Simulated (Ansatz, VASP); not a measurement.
**One calculation of W, two programs**

```
CELL_PARAMETERS angstrom
-1.60075 1.60075 1.60075
1.60075 -1.60075 1.60075
1.60075 1.60075 -1.60075
ATOMIC_POSITIONS crystal
W 0.00000 0.00000 0.00000
```

Alike in both runs: task single point; functional LDA; k mesh 8 × 8 × 8; occupations gaussian, width 0.1 eV; no spin polarisation.

|  | VASP | Ansatz |
| --- | --- | --- |
| version | VASP 6.6.1 | Ansatz 0.2.0 |
| potentials or method | VASP PAW LDA potentials, release 64 (W_sv) | scalar-relativistic, plane waves, PAW |
| plane-wave cutoff (eV) | 520 | 420 |
| valence electrons in the cell | 14 | 14 |

Ansatz gave:

```
gap on the k mesh at the Fermi level (eV) : none
pressure (GPa)                            : -18.0
```

Task: What did VASP give for the same quantities?

Result: gap on the k mesh at the Fermi level (eV): none; pressure (GPa): -16.6.

A gap of «none» marks a metal or a gap that the smearing closes. Ansatz warned: «pseudo_functional_mismatch».

Caveats: so large a pressure means that the cell lies far from this level's equilibrium, or that cutoff or potentials fall short (VASP). The runs have no spin-orbit coupling, so splittings on W are missing.
